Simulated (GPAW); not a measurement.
Runs of GPAW 26.7.0 on CuO. The structure is hexagonal, space group P-6m2 (No. 187). The conventional cell has a = 2.836 Å, b = 2.836 Å, c = 2.768 Å, α = 90.00°, β = 90.00°, γ = 120.00°. Around Cu (site symmetry -6m2) lie 6 O at 2.14 Å. O (site symmetry -6m2) is surrounded by 6 Cu at 2.14 Å. Measurements of this composition are mostly on another form, of space group No. 15.

| task | level | potentials or basis | spin | U | k mesh | smearing | band path | band points | older calculator (legacy_gpaw) | gap on the mesh (eV) | pressure (GPa) | moment (μB) |
| --- | --- | --- | --- | --- | --- | --- | --- | --- | --- | --- | --- | --- |
| single point | r2SCAN+U | GPAW PAW data sets (gpaw-data 1.2.1), pw | collinear, ferromagnetic start | Cu d U = 6 eV | 8 × 8 × 7 | gaussian 0.05 eV | - | - | - | none | -5.6 | 1.00 |
| single point | PBEsol+U | PAW data sets generated in the run's folder for this functional, pw | collinear, ferromagnetic start | Cu d U = 8 eV | 8 × 8 × 7 | gaussian 0.05 eV | - | - | - | none | -7.5 | 1.00 |
| band structure | PBEsol | PAW data sets generated in the run's folder for this functional, pw | off | - | 8 × 8 × 7 | fermi-dirac 0.05 eV | GMKGALHA,LM,KH | 60 | - | - | -7.7 | - |
| band structure | PW91 | PAW data sets generated in the run's folder for this functional, pw | off | - | 8 × 8 × 7 | fermi-dirac 0.05 eV | GMKGALHA,LM,KH | 60 | - | - | (a) | - |
| single point | PBE | GPAW PAW data sets (gpaw-data 1.2.1), pw | off | - | 11 × 11 × 10 | fermi-dirac 0.05 eV | - | - | - | none | (b) | - |

Alike in all rows: cell as given; cutoff (eV) 800.

**Question.** Estimate the missing entries.

**Answer.** (a) 0.1; (b) 0.6.

Caveats: an odd number of electrons without spin polarisation forces a metal (some runs); a magnetic or distorted state may lie lower (some runs); semilocal functionals often make such compounds metallic where correlation or magnetic order opens a gap, which also shifts bond lengths (some runs); a cell with one magnetic atom can't hold antiferromagnetic order, which such compounds often take (some runs); the PAW data sets were made with another functional, which shifts forces and pressure a little (some runs).

A k mesh can miss the band edges.

A gap of «none» marks a metal or a gap under the smearing width.

Not every run made on this cell is shown here.
